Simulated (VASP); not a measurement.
Input of a VASP 6.6.1 run:

The input run.py:

```python
from ase.calculators.vasp import Vasp
from ase.dft.bandgap import bandgap
from ase.io import read

atoms = read('Cu.xyz')
calc = Vasp(
    directory='calc',
    xc='rpbe',
    pp='PBE',
    setups='recommended',
    pp_version='54',
    prec='Accurate',
    encut=520,
    ediff=1e-06,
    ismear=0,
    sigma=0.02,
    lreal=False,
    lasph=True,
    nelm=60,
    algo='Normal',
    isif=2,
    lwave=False,
    lcharg=False,
    kpts=[13, 13, 13],
    gamma=True,
)
atoms.calc = calc

print('energy (eV):', atoms.get_potential_energy())
print('free energy (eV):', atoms.get_potential_energy(force_consistent=True))
print('forces (eV/A):')
print(atoms.get_forces())
print('stress (eV/A^3, Voigt):', atoms.get_stress())
print('Fermi level (eV):', calc.get_fermi_level())
gap, top, bottom = bandgap(calc)
print('band gap (eV):', gap, 'from (spin, k, band)', top, 'to', bottom)
```

The input Cu.xyz:

```xyz
1
Lattice="0.0000000000 1.8075000000 1.8075000000 1.8075000000 0.0000000000 1.8075000000 1.8075000000 1.8075000000 0.0000000000" Properties=species:S:1:pos:R:3 pbc="T T T"
Cu     0.0000000000      0.0000000000      0.0000000000
```

Potentials or basis: VASP PAW PBE potentials, release 54 (Cu).

Command:

```sh
$ python run.py
```

(1) Predict the band gap on the k mesh.

(2) Estimate the pressure.

Results:

(1) none (metal or under the smearing width).

(2) 7.2 GPa.

Caveat: the PAW data sets were made with another functional, which shifts forces and pressure a little.
